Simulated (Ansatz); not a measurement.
Ge:

```
Ge
1.0
     0.00000    2.82891    2.82891
     2.82891    0.00000    2.82891
     2.82891    2.82891    0.00000
Ge
2
Direct
  0.75000 0.75000 0.75000
  0.50000 0.50000 0.50000
```

A run of Ansatz 0.2.0 on this cell left the log below. Logs are shortened: lines on timing, memory, paths and dates and some standing lists are left out, and cuts for length are marked.

```text
Warning: RAYON_NUM_THREADS=1 ignored (pool sized by the plan → 1); use --threads N
LAPW: plane waves up to 9.112 Å⁻¹, error target 1.0e-3 eV per atom; small_component_spin mean_spin; Ge in spheres of 1.225 Å, 22 of its electrons in bands, Dirac shells [] (how accurate: hamiltonian.pseudopotentials.lapw.basis_error, Limitations)
Engine: ansatz 0.2.0, x86_64-unknown-linux-gnu
Pseudopotentials: kind: all_electron
Pseudopotential: Ge, LAPW, valence charge 22, lapw/all_electron/scalar/gaussian/Ge, Koelling and Harmon's equation, gaussian nucleus
Functional definition: PBE
  parameter kappa = 0.804
  parameter beta = 0.06672455060314922
  exchange = pbe_x(kappa = kappa, mu = beta*pi^2/3)
  correlation = pbe_c(beta = beta)
Crystal: 2 atoms, lattice volume = 45.278 Å³
Basis set: ecut = 316.3151111662858 eV, 561 PW (Γ), exchange–correlation at level 2
Bands: 27, of which v1, the nominal top of the filled ones, is band 22 counted from 1 (21 counted from 0)
Symmetry: 48 space group operations
Space group: Fd-3m (ITA 227), of the structure as read, at distance tolerance 3.6e-5 Å
k-points: 29 of 512
Non-local potential: Ge, projectors of the file, none
Initial density: superposition of atomic densities (chi_scale 0.1, normalization cell)
Initial wavefunctions: plane waves of lowest kinetic energy (no species holds an atomic orbital)
Functional: x = pbe(κ = 0.804, μ = 0.2195149727645171), c = pbe(β = 0.06672455060314922)
iter 1 solved again at ethr=9.87e-4 eV; its pass at ethr=1.00e-1 eV (dr2=4.34e-1 eV) is discarded
SCF iter   1: F=—  HF=-114232.656398 eV  |F-HF|=—  |Δ(HF+E_count)|=         —  Δρ=2.92e-2  dr2=4.36e-1  ethr=9.87e-4  ⟨swp⟩=2.1  Hψ=4817  notcnv=0
preconditioner: auto → none  [insulator: Δε(μ)=0.022 eV  Ē_g=24.292 eV  σ=0.019 eV  W_gap=0.54  n_scr=14 (ndim 8)  ℏωp=29.2 eV  f_vac=0.087  D(μ)=0.28/eV (n_scr^D=0)  ε∞_Penn≈2.4]
SCF iter   2: F=—  HF=-114232.588050 eV  |F-HF|=—  |Δ(HF+E_count)|=   6.83e-2  Δρ=1.32e-2  dr2=8.36e-2  ethr=9.87e-4  ⟨swp⟩=2.0  Hψ=2320  notcnv=0
iter 3 solved again at ethr=6.72e-7 eV; its pass at ethr=1.90e-4 eV (dr2=2.96e-4 eV) is discarded
SCF iter   3: F=—  HF=-114232.583066 eV  |F-HF|=—  |Δ(HF+E_count)|=   4.98e-3  Δρ=1.12e-3  dr2=2.97e-4  ethr=6.72e-7  ⟨swp⟩=2.7  Hψ=3966  notcnv=0
SCF iter   4: F=—  HF=-114232.579043 eV  |F-HF|=—  |Δ(HF+E_count)|=         —  Δρ=4.60e-4  dr2=5.65e-5  ethr=6.72e-7  ⟨swp⟩=3.0  Hψ=2389  notcnv=0
the basis was enlarged: its passes take 114.8 KiB over the memory plan, 1 of 1 planned eigensolver slots
SCF iter   5: F=—  HF=-114232.579132 eV  |F-HF|=—  |Δ(HF+E_count)|=   8.84e-5  Δρ=8.15e-5  dr2=2.01e-6  ethr=1.28e-7  ⟨swp⟩=3.0  Hψ=2311  notcnv=0
SCF iter   6: F=-114232.579138 eV  HF=-114232.579138 eV  |F-HF|=6.30e-8  |Δ(HF+E_count)|=   5.77e-6  Δρ=8.52e-6  dr2=2.74e-8  ethr=4.56e-9  ⟨swp⟩=3.0  Hψ=2294  notcnv=0
SCF 1 converged in 6 iterations: F = -114232.579138 eV  dr2 = 2.74e-8
SCF converged after 6 iterations
Free energy (F): -114232.579138 eV
Harris-Foulkes:  -114232.579138 eV  (|F-HF|=6.30e-8)
Internal energy: -114232.579109 eV  (E = F + TS)
E sigma→0 (E₀):  -114232.579123 eV
Entropy (-TS):   -0.000029 eV (-0.014 meV/atom)
Fermi energy:    10.009104 eV
--- Per-component energies (eV) ---
  E_band       = -2085.234723
  E_kinetic    = 116630.351655
  E_xc         = -4340.947264
  E_electrostatic = -226521.983500  (all electrons and nuclei)
  E_smearing   = -0.000029  (= −TS)
  E_closure    = 0.000000  (closes the sum)
  E_atoms      = -114223.599835  (free atoms, spherical and without spin; not in F)
  Σ components = -114232.579138   (vs F -114232.579138, Δ=0.00e0)
  Basis errors (estimates in eV, not in F): energy 4.4e-4 per atom: plane waves 3.9e-4 (2.3e-4 summed), levels above the bands 0.0e0, relativity 3.2e-8, radial functions 4.5e-5, core shells 2.1e-11; eigenvalues (radial functions only) 4.2e-7; not estimated: angular momenta, meshes, grids; target (lapw.basis_error) 1.0e-3; muffin-tin radii Ge 1.225 Å
--- Forces (eV/Å), atoms counted from 1 ---
  atom   1  Ge     0.00000000    -0.00000000     0.00000000
  atom   2  Ge     0.00000000     0.00000000     0.00000000
  max |Σ_I F_I| component: 5.78e-19 eV/Å
--- Stress (GPa, compression-positive) ---
        3.566797       0.000000       0.000000
        0.000000       3.566797       0.000000
        0.000000       0.000000       3.566797
  P = ⅓ Tr σ = 3.5668 GPa (35.668 kbar)
--- Band table (eV; the first three rows and the last of 29) ---
  k-point 0: bands = ["-153.7913", "-153.7889", "-100.9234", "-100.9234", "-100.9234", "-100.9147", "-100.9147", "-100.9147", "-14.8251", "-14.8251", "-14.8251", "-14.7899", "-14.7899", "-14.5779", "-14.5779", "-14.5779", "-14.5656", "-14.5656", "-2.7844", "9.9871", "9.9871", "9.9871", "10.0229", "12.5381", "12.5381", "12.5381", "16.4143"]
  k-point 1: bands = ["-153.7912", "-153.7890", "-100.9234", "-100.9234", "-100.9232", "-100.9148", "-100.9146", "-100.9146", "-14.8332", "-14.8332", "-14.8225", "-14.7784", "-14.7784", "-14.5904", "-14.5904", "-14.5809", "-14.5549", "-14.5549", "-2.5941", "7.6340", "9.6521", "9.6521", "11.0286", "12.9863", "12.9863", "13.4759", "17.3421"]
  k-point 2: bands = ["-153.7910", "-153.7892", "-100.9236", "-100.9236", "-100.9229", "-100.9152", "-100.9144", "-100.9144", "-14.8433", "-14.8433", "-14.8164", "-14.7612", "-14.7612", "-14.6044", "-14.6044", "-14.5881", "-14.5444", "-14.5444", "-2.0420", "5.2719", "9.1049", "9.1049", "10.6606", "13.6174", "13.6174", "15.6231", "18.0115"]
  k-point 28: bands = ["-153.7901", "-153.7901", "-100.9245", "-100.9245", "-100.9190", "-100.9190", "-100.9136", "-100.9136", "-14.8728", "-14.8728", "-14.7312", "-14.7312", "-14.6827", "-14.6827", "-14.6504", "-14.6504", "-14.5113", "-14.5113", "1.2000", "1.2000", "6.0853", "6.0853", "14.3118", "14.3118", "14.7020", "14.7020", "21.0045"]
```

**Question.** Write the input and the command behind it.

**Answer.** Single point with PBE, no spin polarisation. The files as run (others can give the same):

input.yaml
```yaml
crystal:
  lattice:
    - [0.0, 2.82891, 2.82891]
    - [2.82891, 0.0, 2.82891]
    - [2.82891, 2.82891, 0.0]
  atoms:
    - { symbol: Ge, position: [0.75, 0.75, 0.75] }
    - { symbol: Ge, position: [0.5, 0.5, 0.5] }
kpoints:
  mp_grid: { grid: [8, 8, 8] }
scf:
  occupations: { method: gaussian, width: 0.019 }
hamiltonian:
  xc: pbe
  pseudopotentials: { kind: all_electron, lapw: { basis_error: 0.001 } }
output:
  forces: true
  stress: true
  eigenvalues: true
```

Potentials or basis: all-electron LAPW, scalar-relativistic.
The run is started by
```console
$ ansatz run input.yaml --threads 1 --pin off --max-ram 3072MiB --backend cpu --events-out ev --progress --plain --runs-dir out
```
